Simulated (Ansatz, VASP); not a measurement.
# One calculation of NiO, two programs

INCAR

```
PREC = Accurate
ENCUT = 520
EDIFF = 1E-7
ISMEAR = -1
SIGMA = 0.05
LREAL = F
LASPH = T
NELM = 150
ALGO = Normal
ISIF = 2
LWAVE = F
LCHARG = T
ISPIN = 2
MAGMOM = 1 0
LORBIT = 11
LMAXMIX = 4
GGA = PE
LELF = T
LVHAR = T
NBANDS = 19
```

KPOINTS

```
regular mesh
0
Gamma
  11 11 11
```

The input POSCAR:

```
NiO
1.0
    0.0000000000      2.0859016414      2.0859016414
    2.0859016414      0.0000000000      2.0859016414
    2.0859016414      2.0859016414      0.0000000000
Ni O
1 1
Direct
    0.0000000000      0.0000000000      0.0000000000
    0.5000000000      0.5000000000      0.5000000000
```

The input input.yaml:

```yaml
crystal:
  lattice:
    - [0.0, 2.0859016414, 2.0859016414]
    - [2.0859016414, 0.0, 2.0859016414]
    - [2.0859016414, 2.0859016414, 0.0]
  atoms:
    - { symbol: Ni, position: [0.0, 0.0, 0.0], spin: 1.0 }
    - { symbol: O, position: [0.5, 0.5, 0.5] }
hamiltonian:
  xc: pbe
  pseudopotentials: { kind: paw }
magnetization:
  spin_polarized: true
kpoints:
  mp_grid: { grid: [11, 11, 11] }
scf:
  occupations: { method: fermi_dirac, width: 0.05 }
output:
  forces: true
  stress: true
  eigenvalues: true
```

Alike in both runs: task single point; functional PBE; k mesh 11 × 11 × 11; occupations fermi-dirac, width 0.05 eV; collinear spin, ferromagnetic start.

```csv
,VASP,Ansatz
version,VASP 6.6.1,Ansatz 0.2.0
potentials or method,"VASP PAW PBE potentials, release 64 (Ni, O)",Ansatz PAW
plane-wave cutoff (eV),520,420
valence electrons in the cell,16,24
```

```tsv
	VASP	Ansatz	Ansatz less VASP
gap on the k mesh at the Fermi level (eV)	none	none	-
pressure (GPa)	5.1	5.7	+0.62
net moment per atom (μB)	0.84	0.86	+0.029
size of the moment on the site where the two differ most (μB)	0.25	0.27	+0.026
```

Site moments also hang on the region over which each program counts them. A gap of «none» marks a metal or a gap that the smearing closes. The two sets of potentials don't hold the same shells in valence.

Caveats: a cell with one magnetic atom can't hold antiferromagnetic order, which such compounds often take; semilocal functionals often make such compounds metallic where correlation or magnetic order opens a gap, which also shifts bond lengths; the pressure holds a Pulay correction of +0.7 GPa for the finite cutoff (Ansatz). With open d or f shells a metallic result of PBE can be an artefact of self-interaction; +U or a hybrid may open a gap.
